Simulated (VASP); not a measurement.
Crystal: SiGe.

```
Ge Si
1.0
     0.00000    2.77225    2.77225
     2.77225    0.00000    2.77225
     5.54450    5.54450    0.00000
Ge Si
2 2
Direct
  0.00000 0.00000 0.00000
  0.25000 0.25000 0.12500
  0.00000 0.00000 0.50000
  0.25000 0.25000 0.62500
```

The cell comes from a database or a generator and needn't be the stable form of this composition.

| Quantity | Value |
| --- | --- |
| Program | VASP 6.6.1 |
| Task | relaxation of cell and atoms |
| Functional | PBEsol |
| Potentials or basis | VASP PAW PBE potentials, release 64 (Ge_d, Si) |
| Cutoff | 600 eV |
| k mesh | 6 × 6 × 4 |
| Occupations | gaussian, width 0.02 eV |
| Spin | no spin polarisation |

At the start: pressure 0.1 GPa; volume 21.31 Å³/atom.

Where does the relaxation end?

Over 8 steps the energy falls by 5.5 meV/atom; space group R-3m (No. 166, to 0.05 Å).

Step by step:
| step | energy change (eV) | largest force (eV/Å) | pressure (GPa) | volume (Å³) |
| --- | --- | --- | --- | --- |
| 1 | 0.0000 | 0.4026 | 0.12 | 85.22 |
| 2 | -0.0191 | 0.1681 | -0.11 | 85.42 |
| 3 | -0.0214 | 0.0807 | -0.23 | 85.52 |
| 4 | -0.0216 | 0.0774 | 0.14 | 85.12 |
| 5 | -0.0221 | 0.0095 | -0.03 | 85.30 |
| 6 | -0.0221 | 0.0084 | -0.05 | 85.30 |
| 7 | -0.0221 | 0.0018 | 0.04 | 85.23 |
| 8 | -0.0221 | 0.0031 | 0.01 | 85.25 |

Final structure:
```
Ge Si
1.0
     0.00000    2.77451    2.77451
     2.77451    0.00000    2.77451
     5.54123    5.54123    0.00779
Ge Si
2 2
Cartesian
  5.5247 5.5247 0.0243
  1.4028 1.4028 1.3717
  5.5617 5.5617 5.5363
  4.1403 4.1403 1.4087
```

Caveat: the PAW data sets were made with another functional, which shifts forces and pressure a little.
